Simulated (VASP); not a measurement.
# Li (Fm-3m) in VASP: further runs

One crystal, Li, is run at these levels: PBEsol; tasks: single point, relaxation of cell and atoms.

All numbers are computed with VASP 6.6.1; they aren't measurements. Logs are shortened: lines on timing, memory, paths and dates and some standing lists are left out, and cuts for length are marked.

## 1. The crystal as given

The structure is cubic, space group Fm-3m (No. 225). Conventional cell: a = 4.177 Å, b = 4.177 Å, c = 4.177 Å, α = 90.00°, β = 90.00°, γ = 90.00°. Li (site symmetry m-3m) is surrounded by 12 Li at 2.95 Å.

This isn't the form of Li at room conditions, which is bcc.

## 2. Single point, PBEsol (relaxed again under DFT PBEsol, scalar-relativistic, plane waves, PAW)

File INCAR:

```
SYSTEM = Li
PREC = Accurate ; ENCUT = 520
EDIFF = 1E-7 ; ISMEAR = 0
SIGMA = 0.1 ; LREAL = .FALSE.
LASPH = .TRUE. ; NELM = 100
ALGO = Fast ; ISIF = 2
LWAVE = .FALSE. ; LCHARG = .FALSE.
GGA = PS ; NBANDS = 8
```

File KPOINTS:

```
Automatic mesh
0
G
  18 18 18
  0 0 0
```

File POSCAR:

```
Li
1.0
    0.0000000000      2.1601154879      2.1601154879
    2.1601154879      0.0000000000      2.1601154879
    2.1601154879      2.1601154879      0.0000000000
Li
1
Direct
    0.0000000000      0.0000000000      0.0000000000
```

Potentials or basis: VASP PAW PBE potentials, release 64 (Li_sv).

Run with:

```bash
$ cat potpaw_PBE.64/Li_sv/POTCAR > POTCAR
$ mpirun -np 1 vasp_std > vasp.out
```

OUTCAR:

```text
SYSTEM = Li
   PREC = Accurate
   ENCUT = 520
   EDIFF = 1E-7
   ISMEAR = 0
   LREAL = .FALSE.
   LASPH = .TRUE.
   NELM = 100
   ISIF = 2
   GGA = PS

 ion  position               nearest neighbor table
   1  0.000  0.000  0.000-

  LATTYP: Found a face centered cubic cell.
 ALAT       =     4.3202309758

  Lattice vectors:

 A1 = (   0.0000000000,   2.1601154879,   2.1601154879)
 A2 = (   2.1601154879,   0.0000000000,   2.1601154879)
 A3 = (   2.1601154879,   2.1601154879,   0.0000000000)

Analysis of symmetry for initial positions (statically):
=====================================================================
 Subroutine PRICEL returns:
 Original cell was already a primitive cell.

 Routine SETGRP: Setting up the symmetry group for a
 face centered cubic supercell.

 Subroutine GETGRP returns: Found 48 space group operations
 (whereof 48 operations were pure point group operations)
 out of a pool of 48 trial point group operations.

The static configuration has the point symmetry O_h .

Analysis of symmetry for dynamics (positions and initial velocities):
=====================================================================
 Subroutine PRICEL returns:
 Original cell was already a primitive cell.

 Routine SETGRP: Setting up the symmetry group for a
 face centered cubic supercell.

 Subroutine GETGRP returns: Found 48 space group operations
 (whereof 48 operations were pure point group operations)
 out of a pool of 48 trial point group operations.

The dynamic configuration has the point symmetry O_h .

 Subroutine INISYM returns: Found 48 space group operations
 (whereof 48 operations are pure point group operations),
 and found     1 'primitive' translations

----------------------------------------------------------------------------------------

                                     Primitive cell

  volume of cell :      20.1586

  direct lattice vectors                    reciprocal lattice vectors
     0.000000000  2.160115488  2.160115488    -0.231469106  0.231469106  0.231469106
     2.160115488  0.000000000  2.160115488     0.231469106 -0.231469106  0.231469106
     2.160115488  2.160115488  0.000000000     0.231469106  0.231469106 -0.231469106

  length of vectors
     3.054864619  3.054864619  3.054864619     0.400916251  0.400916251  0.400916251

  position of ions in fractional coordinates (direct lattice)
     0.000000000  0.000000000  0.000000000

  ion indices of the primitive-cell ions
   primitive index   ion index
                 1           1

----------------------------------------------------------------------------------------

 KPOINTS: Automatic mesh

Automatic generation of k-mesh.
 Grid dimensions read from file:
 generate k-points for:   18   18   18

 Generating k-lattice:

  Cartesian coordinates                     Fractional coordinates (reciprocal lattice)
    -0.012859395  0.012859395  0.012859395     0.055555556  0.000000000  0.000000000
     0.012859395 -0.012859395  0.012859395     0.000000000  0.055555556  0.000000000
     0.012859395  0.012859395 -0.012859395     0.000000000  0.000000000  0.055555556

  Length of vectors
     0.022273125  0.022273125  0.022273125

  Shift w.r.t. Gamma in fractional coordinates (k-lattice)
     0.000000000  0.000000000  0.000000000

 Subroutine IBZKPT returns following result:
 ===========================================

 Found    195 irreducible k-points:

 Following reciprocal coordinates:
            Coordinates               Weight
  0.000000  0.000000  0.000000      1.000000
  0.055556  0.000000  0.000000      8.000000
  0.111111  0.000000  0.000000      8.000000
  0.166667  0.000000  0.000000      8.000000
  0.222222  0.000000  0.000000      8.000000
  0.277778  0.000000  0.000000      8.000000
[... 16 lines left out ...]
 -0.277778  0.055556  0.000000     24.000000
 -0.222222  0.055556  0.000000     24.000000
 [... further k-points ...]
   k-points           NKPTS =    195   k-points in BZ     NKDIM =    195   number of bands    NBANDS=      8
   number of dos      NEDOS =    301   number of ions     NIONS =      1
   total plane-waves  NPLWV =  13824
   dimension x,y,z NGX =    24 NGY =   24 NGZ =   24
   dimension x,y,z NGXF=    48 NGYF=   48 NGZF=   48
   ions per type =               1
   NGX,Y,Z   is equivalent  to a cutoff of  13.06, 13.06, 13.06 a.u.
   NGXF,Y,Z  is equivalent  to a cutoff of  26.12, 26.12, 26.12 a.u.
 SYSTEM =  Li
   PREC   = accura    normal or accurate (medium, high low for compatibility)
   ISTART =      0    job   : 0-new  1-cont  2-samecut
   ICHARG =      2    charge: 1-file 2-atom 10-const
   ISPIN  =      1    spin polarized calculation?
   LNONCOLLINEAR =      F non collinear calculations
   LSORBIT =      F    spin-orbit coupling
   LASPH  =      T    aspherical Exc in radial PAW
   ENCUT  =  520.0 eV  38.22 Ry    6.18 a.u.   5.68  5.68  5.68*2*pi/ulx,y,z
   NELM   =    100;   NELMIN=  2; NELMDL= -5     # of ELM steps
   EDIFF  = 0.1E-06   stopping-criterion for ELM
   LREAL  =      F    real-space projection
   EDIFFG = 0.1E-05   stopping-criterion for IOM
   NSW    =      0    number of steps for IOM
   IBRION =     -1    ionic relax: 0-MD 1-quasi-New 2-CG
   NFREE  =      0    steps in history (QN), initial steepest desc. (CG)
   ISIF   =      2    stress and relaxation
   ISYM   =      2    0-nonsym 1-usesym 2-fastsym
   POTIM  = 0.5000    time-step for ionic-motion
   TEBEG  =    0.0;   TEEND  =   0.0 temperature during run
   PSTRESS=    0.0 pullay stress
   NELECT =       3.0000    total number of electrons
   NUPDOWN=      -1.0000    fix difference up-down
   EMIN   =  10.00;   EMAX   =-10.00  energy-range for DOS
   EFERMI =   0.00;   METHOD = LEGACY
   ISMEAR =     0;   SIGMA  =   0.10  broadening in eV -4-tet -1-fermi 0-gaus
   EFERMI_NEDOS =   21; number of points for ismear=-14 and -15
   IALGO  =     68    algorithm
   IMIX   =      4    mixing-type and parameters
     AMIX     =   0.40;   BMIX     =  1.00
     AMIX_MAG =   1.60;   BMIX_MAG =  1.00
  volume/ion in A,a.u.               =      20.16       136.04
  Fermi-wavevector in a.u.,A,eV,Ry     =   0.867551  1.639433 10.240350  0.752645
  Thomas-Fermi vector in A             =   1.986101
   LORBIT       =      0    0 simple, 1 ext, 2 COOP (PROOUT), +10 PAW based schemes
   GGA     = PS    functional components
   LHFCALC =     F    Hartree Fock is set to
   AEXX    =    0.0000 exact exchange contribution
   IVDW    =     0    specifies the selected vdW correction
   LEPSILON=     F    determine dielectric tensor
   LRPA    =     F    only Hartree local field effects (RPA)
 non-spin polarized calculation
 RMM-DIIS sequential band-by-band and
 Gauss-broadening in eV      SIGMA  =   0.10
  energy-cutoff  :      520.00
  volume of cell :       20.16
 maximum number of plane-waves:       556
   NGX = 11   NGY = 11   NGZ = 11

 number of electron       2.9999995 magnetization

 Free energy of the ion-electron system (eV)
  ---------------------------------------------------
  ext. energy  EPLUGINS =         0.00000000
  ---------------------------------------------------
  free energy    TOTEN  =        -1.96999217 eV

  energy without entropy =       -1.96825202  energy(sigma->0) =       -1.96912210

 E-fermi :   0.6525     XC(G=0):  -7.0311

 val. band max:        0.6478731742   @ k =   0.5000   0.0556   0.0000
 cond. band min:       0.7036251491   @ k =   0.3889   0.3889   0.0000
 fundamental gap:      0.0557519749
 Fermi energy:         0.6525448166

 k-point     1 :       0.0000    0.0000    0.0000
  band No.  band energies     occupation
      1     -45.2621      2.00000
      2      -2.9200      2.00000
      3      15.0712      0.00000
      4      15.0712      0.00000
      5      15.0712      0.00000
      6      18.9242      0.00000
      7      18.9242      0.00000
      8      18.9242      0.00000

 k-point     2 :       0.0556    0.0000    0.0000
  band No.  band energies     occupation
      1     -45.2614      2.00000
      2      -2.8647      2.00000
      3      14.4372      0.00000
      4      14.9387      0.00000
      5      14.9387      0.00000
      6      18.3061      0.00000
      7      19.1563      0.00000
      8      19.1564      0.00000

 k-point     3 :       0.1111    0.0000    0.0000
  band No.  band energies     occupation
      1     -45.2598      2.00000
      2      -2.6990      2.00000
      3      12.9489      0.00000
      4      14.6265      0.00000
      5      14.6265      0.00000
      6      18.1364      0.00000
      7      19.7125      0.00000
      8      19.7125      0.00000

 k-point     4 :       0.1667    0.0000    0.0000
  band No.  band energies     occupation
      1     -45.2572      2.00000
      2      -2.4230      2.00000
      3      11.2128      0.00000
      4      14.2697      0.00000
      5      14.2697      0.00000
      6      18.3090      0.00000
      7      20.1325      0.00000
      8      20.1325      0.00000

 k-point     5 :       0.2222    0.0000    0.0000
  band No.  band energies     occupation
      1     -45.2541      2.00000
      2      -2.0379      2.00000
      3       9.4850      0.00000
      4      13.9479      0.00000
      5      13.9480      0.00000
      6      18.5664      0.00000
      7      19.7615      0.00000
      8      19.7615      0.00000
[... 177 lines left out ...]
 k-point    22 :      -0.3333    0.0556    0.0000
  band No.  band energies     occupation
      1     -45.2462      2.00000
      2      -0.6932      2.00000
      3       5.9261      0.00000
      4      12.6446      0.00000
      5      13.8187      0.00000
      6      17.2203      0.00000
      7      17.8576      0.00000
      8      19.9965      0.00000

 k-point    23 :      -0.2778    0.0556    0.0000
  band No.  band energies     occupation
      1     -45.2492      2.00000
      2      -1.3092      2.00000
      3       7.3616      0.00000
      4      12.7101      0.00000
      5      14.1396      0.00000
      6      17.8155      0.00000
      7      18.3563      0.00000
      8      19.9007      0.00000

 k-point    24 :      -0.2222    0.0556    0.0000
  band No.  band energies     occupation
      1     -45.2526      2.00000
      2      -1.8352      2.00000
      3       8.9458      0.00000
      4      12.8871      0.00000
      5      14.4684      0.00000
      6      18.3140      0.00000
      7      19.0309      0.00000
      8      19.6685      0.00000

 [... further k-points ...]

------------------------ aborting loop because EDIFF is reached ----------------------------------------

  FORCE on cell =-STRESS in cart. coord.  units (eV):
  Direction    XX          YY          ZZ          XY          YZ          ZX
  --------------------------------------------------------------------------------------
  -------------------------------------------------------------------------------------
  Total       -0.0101002     -0.0101002     -0.0101002     -0.0000000      0.0000000     -0.0000000
  in kB       -0.8027502     -0.8027502     -0.8027502     -0.0000000      0.0000000     -0.0000000
  external PRESSURE =      -0.8027502 kB  Pullay stress =       0.0000000 kB

 VOLUME and BASIS-vectors are now :
 -----------------------------------------------------------------------------
  energy-cutoff  :      520.00
  volume of cell :       20.16
      direct lattice vectors                 reciprocal lattice vectors
     0.000000000  2.160115488  2.160115488    -0.231469106  0.231469106  0.231469106
     2.160115488  0.000000000  2.160115488     0.231469106 -0.231469106  0.231469106
     2.160115488  2.160115488  0.000000000     0.231469106  0.231469106 -0.231469106

 POSITION                                       TOTAL-FORCE (eV/Angst)
 -----------------------------------------------------------------------------------
      0.00000      0.00000      0.00000         0.000000     -0.000000     -0.000000
 -----------------------------------------------------------------------------------
    total drift:                               -0.000000     -0.000000     -0.000000

  FREE ENERGIE OF THE ION-ELECTRON SYSTEM (eV)
  ---------------------------------------------------
  free  energy   TOTEN  =        -1.9699921693 eV

  energy  without entropy=       -1.9682520228  energy(sigma->0) =       -1.96912210
```

Wall time 20 s (1 thread of AMD EPYC 9R45 (Zen 5), shared host); peak memory 0.11 GiB.

Results:

| Property | Result |
| --- | --- |
| Free energy | -1.9700 eV |
| Band gap on the k mesh | none (metal or under the smearing width) |

Caveat: the cutoff is under 1.25 times the usual one of these potentials, so pressure, stress and relaxed cells hold a basis-set (Pulay) error; the PAW data sets were made with another functional, which shifts forces and pressure a little.

## 3. Relaxation of cell and atoms, PBEsol

File INCAR:

```
  ALGO = Fast
  EDIFF = 1E-6
  EDIFFG = -0.005
  ENCUT = 600
  GGA = PS
  IBRION = 2
  ISIF = 3
  ISMEAR = 0
  LASPH = True
  LCHARG = False
  LREAL = False
  LWAVE = False
  NELM = 60
  NSW = 70
  PREC = Accurate
  SIGMA = 0.1
```

File KPOINTS:

```
k-points
0
Gamma
  18 18 18
```

File POSCAR:

```
Li
1.0
    0.0000000000      2.0884826780      2.0884826780
    2.0884826780      0.0000000000      2.0884826780
    2.0884826780      2.0884826780      0.0000000000
Li
1
Direct
    0.0000000000      0.0000000000      0.0000000000
```

Potentials or basis: VASP PAW PBE potentials, release 64 (Li_sv).

Run with:

```bash
$ cat potpaw_PBE.64/Li_sv/POTCAR > POTCAR
$ mpirun -np 1 vasp_std > vasp.out
```

OUTCAR:

```text
EDIFF = 1E-6
   EDIFFG = -0.005
   ENCUT = 600
   GGA = PS
   IBRION = 2
   ISIF = 3
   ISMEAR = 0
   LASPH = True
   LREAL = False
   NELM = 60
   NSW = 70
   PREC = Accurate

 ion  position               nearest neighbor table
   1  0.000  0.000  0.000-

  LATTYP: Found a face centered cubic cell.
 ALAT       =     4.1769653560

  Lattice vectors:

 A1 = (   0.0000000000,   2.0884826780,   2.0884826780)
 A2 = (   2.0884826780,   0.0000000000,   2.0884826780)
 A3 = (   2.0884826780,   2.0884826780,   0.0000000000)

Analysis of symmetry for initial positions (statically):
=====================================================================
 Subroutine PRICEL returns:
 Original cell was already a primitive cell.

 Routine SETGRP: Setting up the symmetry group for a
 face centered cubic supercell.

 Subroutine GETGRP returns: Found 48 space group operations
 (whereof 48 operations were pure point group operations)
 out of a pool of 48 trial point group operations.

The static configuration has the point symmetry O_h .

Analysis of symmetry for dynamics (positions and initial velocities):
=====================================================================
[... 167 lines left out ...]
  Total        0.1769704      0.1769704      0.1769704      0.0000000      0.0000000     -0.0000000
  in kB       15.5628312     15.5628312     15.5628312      0.0000000      0.0000000     -0.0000000
  external PRESSURE =      15.5628312 kB  Pullay stress =       0.0000000 kB
[... 92 lines left out ...]
--------------------------------------- Ionic step        4  -------------------------------------------

 number of electron       2.9999994 magnetization

 Free energy of the ion-electron system (eV)
  ---------------------------------------------------
  ext. energy  EPLUGINS =         0.00000000
  ---------------------------------------------------
  free energy    TOTEN  =        -1.96870626 eV

  energy without entropy =       -1.96697556  energy(sigma->0) =       -1.96784091

 E-fermi :   0.6654     XC(G=0):  -7.0434

 val. band max:        0.6591811331   @ k =   0.5000   0.0556   0.0000
 cond. band min:       0.7174484606   @ k =   0.3889   0.3889   0.0000
 fundamental gap:      0.0582673275
 Fermi energy:         0.6653663603

 k-point     1 :       0.0000    0.0000    0.0000
  band No.  band energies     occupation
      1     -45.2366      2.00000
      2      -2.9132      2.00000
      3      15.1329      0.00000
      4      15.1330      0.00000
      5      15.1330      0.00000
[... 177 lines left out ...]
 k-point    24 :      -0.2222    0.0556    0.0000
  band No.  band energies     occupation
      1     -45.2268      2.00000
      2      -1.8268      2.00000
      3       8.9865      0.00000
      4      12.9409      0.00000
      5      14.5280      0.00000

 [... further k-points ...]

------------------------ aborting loop because EDIFF is reached ----------------------------------------

  FORCE on cell =-STRESS in cart. coord.  units (eV):
  Direction    XX          YY          ZZ          XY          YZ          ZX
  --------------------------------------------------------------------------------------
  -------------------------------------------------------------------------------------
  Total        0.0013977      0.0013977      0.0013977      0.0000000      0.0000000     -0.0000000
  in kB        0.1116276      0.1116276      0.1116276      0.0000000      0.0000000     -0.0000000
  external PRESSURE =       0.1116276 kB  Pullay stress =       0.0000000 kB
[... 16 lines left out ...]
  FREE ENERGIE OF THE ION-ELECTRON SYSTEM (eV)
  ---------------------------------------------------
  free  energy   TOTEN  =        -1.9687062584 eV

  energy  without entropy=       -1.9669755588  energy(sigma->0) =       -1.96784091

 reached required accuracy - stopping structural energy minimisation
```

OSZICAR:

```text
N       E                     dE             d eps       ncg     rms          rms(c)
DAV:   1     0.671335265183E+00    0.67134E+00   -0.75582E+02  1980   0.449E+02
DAV:   2    -0.181622202462E+01   -0.24876E+01   -0.23685E+01  2735   0.605E+01
[... 33 lines left out ...]
DAV:   1    -0.196904098675E+01   -0.47278E-03   -0.11311E-02  2365   0.107E+00    0.227E-01
RMM:   2    -0.196884049415E+01    0.20049E-03   -0.65441E-04  1998   0.317E-01    0.136E-01
RMM:   3    -0.196869472497E+01    0.14577E-03   -0.16602E-04  2094   0.177E-01    0.432E-03
RMM:   4    -0.196870334741E+01   -0.86224E-05   -0.63790E-05  2242   0.973E-02    0.279E-03
RMM:   5    -0.196870576799E+01   -0.24206E-05   -0.16159E-05  2173   0.460E-02    0.750E-04
RMM:   6    -0.196870625844E+01   -0.49045E-06   -0.39696E-06  1837   0.191E-02
   4 F= -.19687063E+01 E0= -.19678409E+01  d E =-.807472E-02
```

CONTCAR:

```text
Li
   1.00000000000000
     0.0000000000000000    2.1566122275228352    2.1566122275228352
     2.1566122275228357    0.0000000000000000    2.1566122275228352
     2.1566122275228357    2.1566122275228352   -0.0000000000000000
  Li
     1
Direct
     0.0000000000000000    1.0000000000000000    0.0000000000000000

  0.00000000E+00  0.00000000E+00  0.00000000E+00
```

Wall time 29 s (1 thread of AMD EPYC 9R45 (Zen 5), shared host); peak memory 0.11 GiB.

What came out:

```
Free energy                            : -1.9687 eV
Relaxed volume                         : 20.06 Å³/atom
Relaxed cell                           : a = 3.050 Å, b = 3.050 Å, c = 3.050 Å, α = 60.00°, β = 60.00°, γ = 60.00°
Space group after relaxing (to 0.05 Å) : Fm-3m (No. 225)
Energy gained by relaxing              : 8.1 meV/atom
Ionic steps                            : 4
Pressure after relaxing                : 0.0 GPa
Band gap on the k mesh                 : none (metal or under the smearing width)
```

Step by step:
| step | energy change (eV) | largest force (eV/Å) | pressure (GPa) | volume (Å³) |
| --- | --- | --- | --- | --- |
| 1 | 0.0000 | 0.0000 | 1.56 | 18.22 |
| 2 | -0.0037 | 0.0000 | 1.06 | 18.69 |
| 3 | -0.0079 | 0.0000 | 0.18 | 19.82 |
| 4 | -0.0081 | 0.0000 | 0.01 | 20.06 |

Final structure:
```
CELL_PARAMETERS angstrom
0.00000 2.15661 2.15661
2.15661 0.00000 2.15661
2.15661 2.15661 0.00000
ATOMIC_POSITIONS crystal
Li 0.00000 0.00000 0.00000
```

Levels at points of the mesh, in eV from the Fermi level:
```tsv
k point	band 1	band 2	band 3	band 4	band 5
(0.00, 0.00, 0.00)	-45.90	-3.58	14.47	14.47	14.47
(0.50, 0.00, 0.00)	-45.88	-0.03	2.96	12.73	12.73
(0.50, 0.50, 0.00)	-45.88	1.53	4.74	8.49	8.49
```

Caveat: the cutoff is under 1.25 times the usual one of these potentials, so pressure, stress and relaxed cells hold a basis-set (Pulay) error; the PAW data sets were made with another functional, which shifts forces and pressure a little. Zero-point motion and thermal expansion aren't in these numbers.
